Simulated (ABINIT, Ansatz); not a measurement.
# NaI (Fm-3m): third-order response, part 3 of 3

Which lines does NaI (Fm-3m) show in Raman and infrared spectra?

ABINIT 10.8.3; DFT LDA, scalar-relativistic, plane waves, PseudoDojo norm-conserving pseudopotentials.

So far, mean static dielectric tensor (ions relaxed, fixed cell): step 6 (modes with the sum rule) 6.95.

### Step 7. Cross-check with Ansatz

The same cell goes through another code at the same cutoff. The files are of one family, but Ansatz's library holds files of its own making for some heavy elements, so those for I may differ. Its k mesh is centred on Γ.

This step: DFT LDA, scalar-relativistic, plane waves, norm-conserving pseudopotentials of its library (PseudoDojo's, some remade) (Ansatz 0.2.0).

Input file input.yaml:

```yaml
crystal:
  lattice:
    - [0.0, 3.1316025911, 3.1316025911]
    - [3.1316025911, 0.0, 3.1316025911]
    - [3.1316025911, 3.1316025911, 0.0]
  atoms:
    - { symbol: Na, position: [0.0, 0.0, 0.0] }
    - { symbol: I, position: [0.5, 0.5, 0.5] }
kpoints:
  mp_grid: { grid: [6, 6, 6] }
hamiltonian:
  xc: lda
  pseudopotentials: { kind: nc, accuracy: standard }
scf:
  occupations: { method: fixed }
output:
  eigenvalues: true
basis:
  ecutwfc: 1034.033
phonons:
  method: dfpt
  dielectric: true
  rigid_motions: translations
  raman: true
```

The run is started by

```
ansatz run input.yaml --threads 4 --pin off --max-ram 8192MiB --backend cpu --events-out ev --progress --plain --runs-dir out
```

The log of the run:

```text
Warning: basis.ecutwfc = 1034.033 eV is below the records' recommended 1197.300995 eV, and the density's cutoff is lower with it unless basis.ecutrho_ratio is high enough to keep the records' density cutoff: compare with a run at a higher cutoff
Engine: ansatz 0.2.0, x86_64-unknown-linux-gnu
Pseudopotentials: kind: nc
Pseudopotential: Na, nc, valence charge 9, recommended cutoff 1197.300995 eV (normal), Na.nc.azcp (PseudoDojo's, or run here from an input of PseudoDojo's; its table is named by hamiltonian.pseudopotentials.accuracy)
Pseudopotential: I, nc, valence charge 7, recommended cutoff 952.398519 eV (normal), I.nc.azcp (PseudoDojo's, or run here from an input of PseudoDojo's; its table is named by hamiltonian.pseudopotentials.accuracy)
Functional definition: SPW92
  exchange = slater_x
  correlation = pw_c
Crystal: 2 atoms, lattice volume = 61.423 Å³
Basis set: ecut = 1034.033 eV, 4645 PW (Γ), exchange–correlation on 96×96×96 points (8 copies of the dense FFT grid, shifted against one another)
Bands: 12, of which v1, the nominal top of the filled ones, is band 8 counted from 1 (7 counted from 0)
Symmetry: 48 space group operations
k-points: 30 of 216 (irreducible under 8 space group operations, time reversal used)
Non-local potential: Na, projectors of the file, l = 0: 2, l = 1: 2
Non-local potential: I, projectors of the file, l = 0: 2, l = 1: 2, l = 2: 2, l = 3: 2
Initial density: superposition of atomic densities (chi_scale 0.1, normalization cell, long waves kept (reshape's long-wave potential 0.00 eV rms))
Initial wavefunctions: pseudopotential atomic-orbital guess
Functional: x = slater, c = lda
SCF iter   1: F=—  HF=-1598.618715 eV  |F-HF|=—  |Δ(HF+E_count)|=         —  Δρ=5.50e-2  dr2=1.25e0  ethr=3.10e-3  ⟨swp⟩=5.0  Hψ=1856  notcnv=0  defer=51
preconditioner: auto → none  [insulator: Δε(μ)=3.043 eV  Ē_g=10.394 eV  n_scr=14 (ndim 8)  ℏωp=13.4 eV  f_vac=0.000  ε∞_Penn≈2.7]
SCF iter   2: F=—  HF=-1597.969174 eV  |F-HF|=—  |Δ(HF+E_count)|=   6.50e-1  Δρ=1.03e-2  dr2=5.37e-2  ethr=3.10e-3  ⟨swp⟩=2.8  Hψ=955  notcnv=0  defer=56
SCF iter   3: F=—  HF=-1597.943944 eV  |F-HF|=—  |Δ(HF+E_count)|=   2.52e-2  Δρ=4.95e-3  dr2=5.44e-3  ethr=3.36e-4  ⟨swp⟩=2.2  Hψ=632  notcnv=0  defer=56
SCF iter   4: F=—  HF=-1597.942121 eV  |F-HF|=—  |Δ(HF+E_count)|=   1.82e-3  Δρ=3.94e-4  dr2=1.23e-4  ethr=3.40e-5  ⟨swp⟩=3.0  Hψ=644  notcnv=0  defer=56
SCF iter   5: F=—  HF=-1597.942106 eV  |F-HF|=—  |Δ(HF+E_count)|=   1.53e-5  Δρ=9.27e-5  dr2=2.84e-6  ethr=7.67e-7  ⟨swp⟩=2.0  Hψ=468  notcnv=0  defer=56
SCF iter   6: F=—  HF=-1597.942106 eV  |F-HF|=—  |Δ(HF+E_count)|=   1.14e-7  Δρ=1.61e-5  dr2=7.20e-8  ethr=1.78e-8  ⟨swp⟩=2.3  Hψ=581  notcnv=0  defer=41
SCF iter   7: F=—  HF=-1597.942061 eV  |F-HF|=—  |Δ(HF+E_count)|=   4.44e-5  Δρ=2.02e-6  dr2=7.25e-10  ethr=4.50e-10  ⟨swp⟩=2.0  Hψ=464  notcnv=0  defer=2
SCF iter   8: F=-1597.942061 eV  HF=-1597.942061 eV  |F-HF|=1.30e-11  |Δ(HF+E_count)|=  1.78e-10  Δρ=1.80e-7  dr2=1.95e-11  ethr=1.00e-12  ⟨swp⟩=9.1  Hψ=2412  notcnv=0
SCF 1 converged in 8 iterations: F = -1597.942061 eV  dr2 = 1.95e-11
NSCF: frozen V_eff on 2 k-points
DFPT response loops at Γ: preconditioner auto → none (the input reference at scf.mixing.eps_inf says where Resta's filter doesn't serve); β = 0.50; Broyden in place of MSR1
── the response to a field inside a basis, on 8×8×8 k-points: an SCF that follows is theirs, and a resumed run solves both again ──
Bands: 9, of which v1, the nominal top of the filled ones, is band 8 counted from 1 (7 counted from 0)
k-points: 60
Initial density: handed on by an earlier stage of this run
Initial wavefunctions: pseudopotential atomic-orbital guess (no wavefunctions were taken with the density)
Eigensolver: Dense (60 Hₖ)
SCF iter   1: F=—  HF=-1597.941802 eV  |F-HF|=—  |Δ(HF+E_count)|=         —  Δρ=2.40e-4  dr2=3.27e-6  ethr=1.00e-1
preconditioner: auto → none  [insulator: Δε(μ)=3.722 eV  Ē_g=9.045 eV  n_scr=14 (ndim 8)  ℏωp=13.4 eV  f_vac=0.000  ε∞_Penn≈3.2]
SCF iter   2: F=—  HF=-1597.941802 eV  |F-HF|=—  |Δ(HF+E_count)|=   1.04e-7  Δρ=1.05e-4  dr2=4.28e-7  ethr=2.04e-8
SCF iter   3: F=—  HF=-1597.941802 eV  |F-HF|=—  |Δ(HF+E_count)|=   2.01e-7  Δρ=2.42e-5  dr2=2.33e-8  ethr=2.67e-9
SCF iter   4: F=—  HF=-1597.941802 eV  |F-HF|=—  |Δ(HF+E_count)|=   1.59e-8  Δρ=8.99e-7  dr2=1.29e-10  ethr=1.46e-10
SCF iter   5: F=-1597.941802 eV  HF=-1597.941802 eV  |F-HF|=7.28e-12  |Δ(HF+E_count)|=  3.32e-11  Δρ=2.89e-7  dr2=8.32e-12  ethr=1.00e-12
SCF 1 converged in 5 iterations: F = -1597.941802 eV  dr2 = 8.32e-12
DFPT response loops at Γ: mixed as the last ones told, above
DFPT response loops at Γ: mixed as the last ones told, above
SCF converged after 8 iterations
Free energy (F): -1597.942061 eV
Harris-Foulkes:  -1597.942061 eV  (|F-HF|=1.30e-11)
Internal energy: -1597.942061 eV  (E = F + TS)
E sigma→0 (E₀):  -1597.942061 eV
Fermi energy:    2.372784 eV
--- Per-component energies (eV) ---
  E_band       = -224.737144
  E_kinetic    = 842.096613
  E_local      = -1523.965350  (includes V_loc(G=0)·N_el)
  E_nonlocal   = -348.832838
  E_hartree    = 566.478804
  E_xc         = -290.715361
  E_vxc        = -326.993220  (∫ρ·V_xc dr)
  E_ewald      = -843.003930
  E_smearing   = -0.000000  (= −TS)
  E_closure    = -0.000000  (closes the sum)
  Σ components = -1597.942061   (vs F -1597.942061, Δ=0.00e0)
--- Band table (eV; the first three rows and the last of 30) ---
  k-point 0: bands = [... 4 lower, -9.0336, 2.3728, 2.3728, 2.3728, 5.9833, 10.2173, 10.2173, 10.2173]
  k-point 1: bands = [... 4 lower, -8.9366, 1.4760, 2.2777, 2.2777, 6.8747, 9.7317, 10.4474, 10.4474]
  k-point 2: bands = [... 4 lower, -8.7280, 0.2534, 2.1025, 2.1025, 7.3494, 10.0373, 10.0373, 10.6683]
  k-point 29: bands = [... 4 lower, -8.5070, 0.3494, 1.0206, 1.2818, 7.6944, 8.6961, 11.1021, 11.1281]
--- Phonons (Γ-DFPT): 2 representative perturbations + reference, on 30 of 216 k-points (Σ response iterations 6) ---
  k mesh reduced under 8 symmetry operations, with k and −k counted as one. Each operation leaves every solved perturbation unchanged. A smaller set is not considered because the run solves the response to a homogeneous field
  ASR residual: 1.421e-4 → 0.000e0 eV/Å²; symmetrization residual: 6.705e-7 eV/Å²
  ASR residual per site (eV/Å²): 9.28e-5 1.42e-4
  Γ frequencies (cm⁻¹): 0.00 0.00 0.00 130.19 130.19 130.19
  ε∞ (high-frequency dielectric tensor):
        3.635192     0.000000     0.000000
        0.000000     3.635192    -0.000000
        0.000000    -0.000000     3.635192
  ε⁰ (static dielectric tensor: ions relaxed, cell fixed):
        6.943798    -0.000000     0.000000
       -0.000000     6.943798    -0.000000
        0.000000    -0.000000     6.943798
  ε⁰ − ε∞ (ionic part):
        3.308606    -0.000000    -0.000000
       -0.000000     3.308606    -0.000000
       -0.000000    -0.000000     3.308606
  softest optical mode at Γ: 130.19 cm⁻¹; the repairs (sum rule, projections) moved no ω² at Γ by more than (1.07 cm⁻¹)²
  Born effective charges Z* (e; rows j = field, columns β = displacement):
    site 0:
         1.16724    0.00000   -0.00000
        -0.00000    1.16724   -0.00000
         0.00000    0.00000    1.16724
    site 1:
        -1.16724   -0.00000    0.00000
         0.00000   -1.16724    0.00000
        -0.00000   -0.00000   -1.16724
  Z* charge neutrality: 2.961e-4 e pre-enforcement
  solved inside a basis spanned on kpoints, on 8×8×8 k-points transformed towards the longest dipole: ε∞ is read to err by 8.3e-3, Z* by 9.7e-3 e (field_mesh: kpoints solves on kpoints); Z* is corrected for what the basis lacks
  Raman tensors (in the event stream and the table raman_tensors.tsv): an entry may err by 1.5e-3 Å², one of the second-order susceptibility by 6.8e-20 pm/V (basis, points and sum rule); their sum over the sites missed zero by 1.708e-20 Å² ahead of its enforcement
  optical modes at Γ without the LO–TO term, one row a degenerate level:
      ω (cm⁻¹)  modes    IR ((D/Å)²/amu)  static Raman (Å⁴/amu)  depolarisation
        130.19      3             4.8448                 0.0000               —
  optical modes at Γ + LO–TO along q̂ = [1.0000, 0.0000, 0.0000]:
      ω (cm⁻¹)  modes    IR ((D/Å)²/amu)  static Raman (Å⁴/amu)  depolarisation
        130.19      2             3.2299                 0.0000               —
        179.93      1             1.6149                 0.0000               —
  optical modes at Γ + LO–TO along q̂ = [0.0000, 1.0000, 0.0000]:
      ω (cm⁻¹)  modes    IR ((D/Å)²/amu)  static Raman (Å⁴/amu)  depolarisation
        130.19      2             3.2299                 0.0000               —
        179.93      1             1.6149                 0.0000               —
  optical modes at Γ + LO–TO along q̂ = [0.0000, 0.0000, 1.0000]:
      ω (cm⁻¹)  modes    IR ((D/Å)²/amu)  static Raman (Å⁴/amu)  depolarisation
        130.19      2             3.2299                 0.0000               —
        179.93      1             1.6149                 0.0000               —
```

It took 42 s on 4 threads of Intel Xeon 6975P-C (Granite Rapids), shared host; peak memory 1.3 GiB; 2.7 min of CPU time.

Numbers from this step:

* sum-rule residual before enforcement: 1.42e-4 eV/Å²
* miss of the charge sum rule: 2.96e-4 e
* estimated error of the dielectric tensor: 0.008286
* estimated error of the Born charges: 0.009718 e
* largest Born charge in size (third of the trace): 1.167 e
* mean static dielectric constant: 6.944
* highest mode moved by the LO-TO term: 179.9 cm⁻¹

Transverse modes. Lines of the infrared spectrum (strongest = 100):

```
position (cm⁻¹)  label  IR intensity ((D/Å)²/amu), degenerate modes summed, relative
            130    T1u                                                           100
```

### Step 8. The two compared: ABINIT PseudoDojo and Ansatz, library NC

Numbers from this step:

```
root-mean-square difference : 0.01 cm⁻¹
largest difference          : 0.01 cm⁻¹
```

Frequencies side by side, by row:

```
q (reciprocal lattice)  mode  ABINIT PseudoDojo (cm⁻¹)  Ansatz, library NC (cm⁻¹)
                 0 0 0     1                         0                          0
                 0 0 0     2                         0                          0
                 0 0 0     3                         0                          0
                 0 0 0     4                     130.2                      130.2
                 0 0 0     5                     130.2                      130.2
                 0 0 0     6                     130.2                      130.2
```

The two runs side by side. Further quantities:

```
                                                                               quantity  ABINIT PseudoDojo  Ansatz, library NC
                                                                                mean ε∞              3.635               3.635
largest Born charge in size (e; the first before, the second after the charge sum rule)              1.168               1.167
                                                       summed IR intensity ((D/Å)²/amu)              4.848               4.845
                                                         summed Raman activity (Å⁴/amu)                  0                   0
```

At the zone centre the largest difference (acoustic modes at Γ apart) is 0.008 % of the highest mode.

### Step 9. What came out

```
space group after relaxation                                           : Fm-3m
volume per atom                                                        : 30.7 Å³
highest optical zone-centre mode (no LO-TO term)                       : 130.2 cm⁻¹
highest mode moved by the LO-TO term                                   : 180.0 cm⁻¹
mean high-frequency dielectric constant                                : 3.63
largest Born charge in size (third of the trace)                       : 1.17 e
mean static dielectric constant                                        : 6.95
imaginary optical modes at the zone centre (no q mesh in this session) : none
largest difference from Ansatz, library NC                             : 0.01 cm⁻¹
```

No mode is Raman active in this structure; the strongest infrared line lies at 130 cm⁻¹. At the LDA level the optical modes of NaI (Fm-3m) at the zone centre (no LO-TO term) lie at 130 cm⁻¹. Along the directions run, the highest mode that the macroscopic field moves lies at 180 cm⁻¹. Lattice motion raises the mean dielectric constant from 3.635 to 6.946. The Born charge of I is -1.168 e against a formal charge of -1, somewhat above it. The Lyddane-Sachs-Teller relation holds: (ωLO/ωTO)² is 1.91 and ε₀/ε∞ is 1.91. ABINIT PseudoDojo and Ansatz, library NC agree to 0.01 cm⁻¹ (0.008 % of the highest mode compared) on all solved modes but the acoustic ones at Γ, without the LO-TO term. These are harmonic frequencies at zero temperature: anharmonic shifts and linewidths and thermal expansion are left out. Spin-orbit coupling is left out, which can matter for the heavy elements here. Ansatz warns that the cutoff lies 14 % under the one recommended for these files; agreement at one cutoff is not convergence.

[Host names and launcher messages were left out of these logs when they were recorded.]

[Logs are printed without paths, hosts, clocks, repeated set-up lines and the standing remarks that a program may print on its own settings, such as how far it seeks lower states.]

[Hosts, paths, dates, database ids (printed as entryN), source tags and the programs' standing remarks are cut or masked in the printed files.]
